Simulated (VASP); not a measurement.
## Bi: relaxation of cell and atoms with PBE+D3(BJ)

Crystal: Bi.

```
Bi
1.0
    -1.98143    1.98143    1.98143
     1.98143   -1.98143    1.98143
     1.98143    1.98143   -1.98143
Bi
1
Cartesian
  0.0000 0.0000 0.0000
```

This isn't the form of Bi at room conditions, which is rhombohedral.

- Program: VASP 6.6.1
- Task: relaxation of cell and atoms
- Functional: PBE
- Dispersion: D3(BJ)
- Potentials or basis: VASP PAW PBE potentials, release 64 (Bi_d)
- Cutoff: 600 eV
- k mesh: 16 × 16 × 16
- Occupations: gaussian, width 0.1 eV
- Spin: no spin polarisation
- Dipole correction: no
- Further INCAR settings: ALGO = Normal; EDIFF = 1e-06; IBRION = 2; EDIFFG = -0.005; NSW = 100; ISIF = 3

```json
{
  "Relaxed volume": "30.07 Å³/atom",
  "Relaxed cell": "a = 3.393 Å, b = 3.393 Å, c = 3.393 Å, α = 109.47°, β = 109.47°, γ = 109.47°",
  "Space group after relaxing (to 0.05 Å)": "Im-3m (No. 229)",
  "Energy gained by relaxing": "6.0 meV/atom",
  "Ionic steps": "3",
  "Pressure after relaxing": "0.0 GPa",
  "Band gap on the k mesh": "none (metal or under the smearing width)",
  "Dispersion energy per atom": "-0.524 eV"
}
```

The path:
```
step  energy change (eV)  largest force (eV/Å)  pressure (GPa)  volume (Å³)
   1              0.0000                0.0000           -1.75        31.12
   2             -0.0046                0.0000            0.92        29.61
   3             -0.0060                0.0000            0.03        30.07
```

Final structure:
```xyz
1
Lattice="-1.9591 1.9591 1.9591 1.9591 -1.9591 1.9591 1.9591 1.9591 -1.9591" Properties=species:S:1:pos:R:3 pbc="T T T"
Bi    0.0000    0.0000    0.0000
```

Levels at points of the mesh, in eV from the Fermi level:
| k point | band 3 | band 4 | band 5 | band 6 | band 7 | band 8 | band 9 | band 10 | band 11 |
| --- | --- | --- | --- | --- | --- | --- | --- | --- | --- |
| (0.00, 0.00, 0.00) | -23.06 | -22.91 | -22.91 | -13.75 | 5.38 | 5.38 | 5.38 | 9.59 | 10.49 |
| (0.50, 0.00, 0.00) | -22.92 | -22.92 | -22.82 | -10.51 | -5.26 | 1.65 | 3.57 | 6.10 | 7.66 |
| (0.50, 0.50, 0.50) | -22.84 | -22.84 | -22.84 | -8.24 | -1.87 | -1.87 | -1.87 | 3.51 | 3.51 |

Run time: 110 s on 1 thread of Intel(R) Xeon(R) Platinum 8375C CPU @ 2.90GHz (Ice Lake), on a shared host, peak memory 0.21 GiB.

Caveat: spin-orbit coupling is left out, which moves the levels of the heavy elements; pairwise dispersion overbinds metals, which lowers pressure and volume.
